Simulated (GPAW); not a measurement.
## Collinear magnetic orders of 1 ML Ni on Cu(111), fcc site, 3 substrate layers with GPAW

Does 1 ML Ni on Cu(111), fcc site, 3 substrate layers prefer parallel or opposed moments, or none?

Method: PBE; plane waves with GPAW's PAW setups, scalar-relativistic, in GPAW 26.7.0.

Report form: the programs' logs are mostly left out.

## (1) The starting structure

The cell holds 4 atoms: 3 Cu and 1 Ni. Its edges and angles: a = 2.556 Å, b = 2.556 Å, c = 20.215 Å, α = 90.0°, β = 90.0°, γ = 120.0°. pseudomorphic film on the substrate's lattice, hard-sphere layer spacings, unrelaxed, 14 A of vacuum. Vacuum lies along c.

## (2) Order 1, typed as ferro +

The parallel start comes first: it fits the smallest cell, keeps the most symmetry and shows whether parallel moments form.

File order1.py:

```python
import json
import numpy as np
from ase import Atoms
from ase.parallel import paropen, parprint
from gpaw import GPAW

atoms = Atoms(['Cu', 'Cu', 'Cu', 'Ni'],
    cell=[[2.556191, 0.0, 0.0],
         [-1.278096, 2.213726, 0.0],
         [0.0, 0.0, 20.214529]],
    scaled_positions=[[0.0, 0.0, 0.346286],
         [0.666667, 0.333333, 0.449534],
         [0.333333, 0.666667, 0.552783],
         [0.0, 0.0, 0.653714]],
    pbc=True,
    magmoms=[0.0, 0.0, 0.0, 1.0])
atoms.calc = GPAW(mode={'name': 'pw', 'ecut': 500},
    xc='PBE',
    kpts={'size': (16, 16, 1), 'gamma': True},
    occupations={'name': 'fermi-dirac', 'width': 0.05},
    convergence={'density': 1e-05, 'energy': 1e-05},
    maxiter=250,
    symmetry={'tolerance': 1e-4},
    txt='order1.txt')
e = atoms.get_potential_energy(force_consistent=True)
res = {'free_energy': e, 'energy_sigma0': atoms.get_potential_energy(), 'fermi_energy': atoms.calc.get_fermi_level()}
res['moments'] = atoms.get_magnetic_moments().tolist()
res['total'] = atoms.get_magnetic_moment()
parprint('site moments (muB):', np.round(res['moments'], 3))
parprint(f"total moment: {res['total']:.3f} muB")
parprint(f'free energy: {e:.6f} eV')
atoms.calc.write('order1.gpw')
with paropen('results.json', 'w') as f:
    json.dump(res, f)
```

The run is started by

```
> OMP_NUM_THREADS=1 mpirun -n 4 gpaw python order1.py > order1.log
```

Elapsed: 56 s, on 4 MPI ranks of Arm Neoverse V2, shared host; peak memory 0.92 GiB.

Spin moment in the augmentation sphere by atom:

| atom | spin moment in the augmentation sphere (μB) |
| --- | --- |
| Cu1 | -0.002 |
| Cu2 | -0.003 |
| Cu3 | -0.005 |
| Ni4 | 0.155 |

Numbers from this step:

| Item | Value |
| --- | --- |
| magnetization | 0.1258 μB |
| final state | ferromagnetic |

After 28 cycles the largest moment stands at 0.155 μB.

## (3) Run 2 (antiferro q=(0,1/2,0) +-)

Reversing part of the moments tests the sign of the couplings between them.

The cell is doubled to 8 atoms to hold this order. Its mesh is chosen so that both cells sample the same points.

File order2.py:

```python
import json
import numpy as np
from ase import Atoms
from ase.parallel import paropen, parprint
from gpaw import GPAW

atoms = Atoms(['Cu', 'Cu', 'Cu', 'Cu', 'Cu', 'Cu', 'Ni', 'Ni'],
    cell=[[2.556191, 0.0, 0.0],
         [-2.556192, 4.427452, 0.0],
         [0.0, 0.0, 20.214529]],
    scaled_positions=[[0.0, 0.0, 0.346286],
         [0.0, 0.5, 0.346286],
         [0.666667, 0.1666665, 0.449534],
         [0.666667, 0.6666665, 0.449534],
         [0.333333, 0.3333335, 0.552783],
         [0.333333, 0.8333335, 0.552783],
         [0.0, 0.0, 0.653714],
         [0.0, 0.5, 0.653714]],
    pbc=True,
    magmoms=[0.0, 0.0, 0.0, 0.0, 0.0, 0.0, 1.0, -1.0])
atoms.calc = GPAW(mode={'name': 'pw', 'ecut': 500},
    xc='PBE',
    kpts={'size': (16, 8, 1), 'gamma': True},
    occupations={'name': 'fermi-dirac', 'width': 0.05},
    convergence={'density': 1e-05, 'energy': 1e-05},
    maxiter=250,
    symmetry={'tolerance': 1e-4},
    txt='order2.txt')
e = atoms.get_potential_energy(force_consistent=True)
res = {'free_energy': e, 'energy_sigma0': atoms.get_potential_energy(), 'fermi_energy': atoms.calc.get_fermi_level()}
res['moments'] = atoms.get_magnetic_moments().tolist()
res['total'] = atoms.get_magnetic_moment()
parprint('site moments (muB):', np.round(res['moments'], 3))
parprint(f"total moment: {res['total']:.3f} muB")
parprint(f'free energy: {e:.6f} eV')
atoms.calc.write('order2.gpw')
with paropen('results.json', 'w') as f:
    json.dump(res, f)
```

The run is started by

```
> OMP_NUM_THREADS=1 mpirun -n 4 gpaw python order2.py > order2.log
```

It took 25 min on 4 MPI ranks; peak memory 1.9 GiB.

The run was cut off at its time limit.

It was cut off while still iterating. More time helps where the residual falls; where it has stalled, the mixing must change.

## (4) Start 3: no spin polarisation

This run holds no moments, which gives a state to set the others against.

File nospin.py:

```python
import json
import numpy as np
from ase import Atoms
from ase.parallel import paropen, parprint
from gpaw import GPAW

atoms = Atoms(['Cu', 'Cu', 'Cu', 'Ni'],
    cell=[[2.556191, 0.0, 0.0],
         [-1.278096, 2.213726, 0.0],
         [0.0, 0.0, 20.214529]],
    scaled_positions=[[0.0, 0.0, 0.346286],
         [0.666667, 0.333333, 0.449534],
         [0.333333, 0.666667, 0.552783],
         [0.0, 0.0, 0.653714]],
    pbc=True)
atoms.calc = GPAW(mode={'name': 'pw', 'ecut': 500},
    xc='PBE',
    kpts={'size': (16, 16, 1), 'gamma': True},
    occupations={'name': 'fermi-dirac', 'width': 0.05},
    convergence={'density': 1e-05, 'energy': 1e-05},
    maxiter=250,
    symmetry={'tolerance': 1e-4},
    txt='nospin.txt')
e = atoms.get_potential_energy(force_consistent=True)
res = {'free_energy': e, 'energy_sigma0': atoms.get_potential_energy(), 'fermi_energy': atoms.calc.get_fermi_level()}
parprint(f'free energy: {e:.6f} eV')
atoms.calc.write('nospin.gpw')
with paropen('results.json', 'w') as f:
    json.dump(res, f)
```

The run is started by

```
> OMP_NUM_THREADS=1 mpirun -n 4 gpaw python nospin.py > nospin.log
```

Elapsed: 21 s, on 4 MPI ranks; peak memory 0.81 GiB.

This step gave:

* final state: non-magnetic (no spin polarisation)

It lies 0.270 meV a seeded atom over the first start.

## (5) The states side by side

These are free energies at a smearing of 0.05 eV, so its entropy term is in the differences. They are divided by the number of seeded atoms, so that cells of unlike size compare. Wavevectors q in the names are fractions of the reciprocal vectors of the first run's cell.

Orders:

| start | final state | typed order kept | energy over the lowest (meV a seeded atom) | largest site moment (μB) | net moment (μB a primitive cell) | mesh matched | CPU time (s) |
| --- | --- | --- | --- | --- | --- | --- | --- |
| ferro + | ferromagnetic | yes | 0 | 0.1555 | 0.1258 | yes | 225.6 |
| no spin polarisation | non-magnetic | - | 0.2701 | 0 | 0 | yes | 82.21 |

## (6) Results

- lower run: with moments
- largest site moment: 0.155 μB
- next state: non-magnetic, 0.270 meV a seeded atom higher
- energy gained by spin polarisation: 0.270 meV a seeded atom

**Reading.** No opposed order could be compared. The parallel start holds moments up to 0.155 μB. The two lowest states lie so close that the mesh, the functional or spin–orbit coupling could swap them. Spin polarisation gains little. 1 start gave no converged result and is missing from the ranking; where cut off, the energy had nearly settled, +0.2 meV a seeded atom from the lowest, so the ranking at the top is open. No antiferromagnetic order was obtained, so the session says nothing on how the moments order.

[Logs and program files are shortened in this print: banners, set-up blocks, solver, clock and traceback lines can be left out without a mark of their own.]

[Logs are printed without paths, hosts, clocks, repeated set-up lines and the standing remarks that a program may print on its own settings, such as how far it seeks lower states.]

[Hosts, paths, dates, database ids (printed as entryN), source tags and the programs' standing remarks are cut or masked in the printed files.]

[Where a cell is said to come from a database of computed structures, the database is the Materials Project.]
